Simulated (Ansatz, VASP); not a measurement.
# S: VASP beside Ansatz

```
CELL_PARAMETERS angstrom
-1.36825 1.36825 1.36825
1.36825 -1.36825 1.36825
1.36825 1.36825 -1.36825
ATOMIC_POSITIONS crystal
S 0.00000 0.00000 0.00000
```

Change from the starting cell: volume scaled by 0.7, LAPW.

Alike in both runs: task single point; functional LDA; k mesh 16 × 16 × 16; occupations fermi-dirac, width 0.08 eV; no spin polarisation.

```csv
,VASP,Ansatz
version,VASP 6.6.1,Ansatz 0.2.0
potentials or method,"VASP PAW LDA potentials, release 64 (S), cutoff 520 eV","all-electron LAPW, scalar-relativistic"
```

```csv
,VASP,Ansatz,Ansatz less VASP
pressure (GPa),75.7,76.4,+0.76
```

Ansatz ran all-electron here, so the differences hold the error of VASP's frozen core and of both bases.

Caveats: the cell as given lies far from equilibrium; so large a pressure means that the cell lies far from this level's equilibrium, or that cutoff or potentials fall short (VASP).
